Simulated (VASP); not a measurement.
In:

```
CELL_PARAMETERS angstrom
-1.88253 1.88253 1.88253
1.88253 -1.88253 1.88253
1.88253 1.88253 -1.88253
ATOMIC_POSITIONS crystal
In 0.00000 0.00000 0.00000
```

This isn't the form of In at room conditions, which is tetragonal.

```yaml
Program: VASP 6.6.1
Task: relaxation of cell and atoms
Functional: optB88-vdW
Potentials_or_basis: VASP PAW PBE potentials, release 64 (In_d)
Cutoff: 600 eV
k_mesh: 10 × 10 × 10
Occupations: fermi-dirac, width 0.05 eV
Spin: no spin polarisation
```

At the start: pressure 1.6 GPa; volume 26.69 Å³/atom.

Question: Where does the relaxation end?

Answer: Over 3 steps the energy falls by 5.9 meV/atom and the volume is 27.86 Å³/atom (+4.4 %); space group Im-3m (No. 229, to 0.05 Å).

The path:
| step | energy change (eV) | largest force (eV/Å) | pressure (GPa) | volume (Å³) |
| --- | --- | --- | --- | --- |
| 1 | 0.0000 | 0.0000 | 1.65 | 26.69 |
| 2 | -0.0058 | 0.0000 | 0.13 | 27.76 |
| 3 | -0.0059 | 0.0000 | 0.00 | 27.86 |

Final structure:
```
In
1.0
    -1.90983    1.90983    1.90983
     1.90983   -1.90983    1.90983
     1.90983    1.90983   -1.90983
In
1
Direct
  0.00000 0.00000 0.00000
```

Caveat: the PAW data sets were made with another functional, which shifts forces and pressure a little.
